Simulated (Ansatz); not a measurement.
Working through a convergence test of the plane-wave cutoff of RbBr, space group Pm-3m

Computed with Ansatz's Python interface.

Run as a notebook:

**Cell 1**
```python
import warnings

import ansatz as az

warnings.simplefilter("ignore", az.DeckWarning)
```

**Cell 2**
```python
xtal = (
    az.Lattice.cubic(4.1260773)
    .space_group(221)
    .atom("Rb", [0.0, 0.0, 0.0])
    .atom("Br", [0.5, 0.5, 0.5])
)
```

**Cell 3**
```python
job = (
    xtal.calculation()
    .functional(az.Functional.R2SCAN)
    .kpoints(density=2.3)
    .occupations("Fixed")
    .band_table()
)

rows = []
for value in [250, 350, 450, 550, 650, 750]:
    data = job.basis(value).run().report
    rows.append((value, data["free_energy_ev"] / len(data["lattice"]["sites"]), data["n_iterations"], data["gap_by_band_count_ev"], data["n_pw"]))
```

**Cell 4**
```python
print(" cutoff (eV)   F/atom (eV)    iterations  gap by band count (eV)   plane waves")
for row in rows:
    print(f"{str(row[0]):>12s}  {row[1]:12.5f}  {row[2]:12d}  {row[3]:22.3f}  {row[4]:12d}")
```
Output:
```text
 cutoff (eV)   F/atom (eV)    iterations  gap by band count (eV)   plane waves
         250   -3037.29012             6                   4.854           619
         350   -3037.38885             6                   4.828          1021
         450   -3037.39192             6                   4.827          1503
         550   -3037.39352             6                   4.828          2103
         650   -3037.39434             6                   4.828          2601
         750   -3037.39483             6                   4.828          3239
```

**Cell 5**
```python
# differences from the last row
for row in rows[:-1]:
    shift = 1000 * (row[1] - rows[-1][1])
    print(f"{row[0]}: {shift:+.2f} meV/atom" + ("  (within 2 meV)" if abs(shift) < 2 else ""))
```
Output:
```text
250: +104.71 meV/atom
350: +5.98 meV/atom
450: +2.91 meV/atom
550: +1.31 meV/atom  (within 2 meV)
650: +0.49 meV/atom  (within 2 meV)
```

From 550 eV on it stays within 2 meV an atom of the value at 750 eV; the first row (250 eV) is off by 104.7 meV and the last but one by 0.49 meV. The energy falls steadily, as expected when plane waves are added.

What to keep in mind:
- Semilocal gaps usually lie well under measured ones.
- The structure comes from a database of computed cells and needn't be a stable or known phase.
- Gaps and levels are Kohn-Sham values on a finite set of k-points, without spin-orbit coupling.
- Shifts are counted from the last row, which is itself no proven limit.
- The script silences the warnings on its input, which a real study should read.
- The whole script took 12 s on 1 thread of Arm Neoverse V1, with other jobs on the host, peak memory 0.55 GiB.

(Lines on the test bed's own set-up are left out of the output.)
